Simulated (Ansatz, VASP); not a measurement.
## Two plane-wave programs on Hf

```xyz
2
Lattice="3.1967 0.0000 0.0000 -1.5983 2.7684 0.0000 0.0000 0.0000 5.0578" Properties=species:S:1:pos:R:3 pbc="T T T"
Hf    1.5984    0.9228    3.7934
Hf    0.0000    1.8456    1.2645
```

Alike in both runs: task relaxation of cell and atoms; functional PBEsol; k mesh 10 × 10 × 5; occupations fermi-dirac, width 0.05 eV; no spin polarisation.

|  | VASP | Ansatz |
| --- | --- | --- |
| version | VASP 6.6.1 | Ansatz 0.2.0 |
| potentials or method | VASP PAW PBE potentials, release 64 (Hf_pv) | Ansatz PAW |
| plane-wave cutoff (eV) | 600 | 420 |
| valence electrons in the cell | 20 | 52 |

Ansatz gave:

| Quantity | Value |
| --- | --- |
| gap on the k mesh at the Fermi level, each at its own relaxed structure (eV) | none |
| relaxed volume (Å³/atom) | 21.57 |
| relaxed cell length with the largest relative difference (Å) | 4.991 |
| energy change over the relaxation (meV/atom) | -10 |

Q: Estimate VASP's values.

A: gap on the k mesh at the Fermi level, each at its own relaxed structure (eV): none; relaxed volume (Å³/atom): 21.49; relaxed cell length with the largest relative difference (Å): 4.984; energy change over the relaxation (meV/atom): -12.

A gap of «none» marks a metal or a gap that the smearing closes. The two sets of potentials don't hold the same shells in valence.

Caveats: the PAW data sets were made with another functional, which shifts forces and pressure a little (VASP); the plane-wave basis is chosen anew once the cell has moved, so the energies of steps on either side of that aren't comparable (Ansatz); the PAW data sets come from PBE, with cores solved anew for the run's functional, which leaves a small shift of forces and pressure (Ansatz). Spin-orbit coupling is left out, which matters for the levels of Hf.
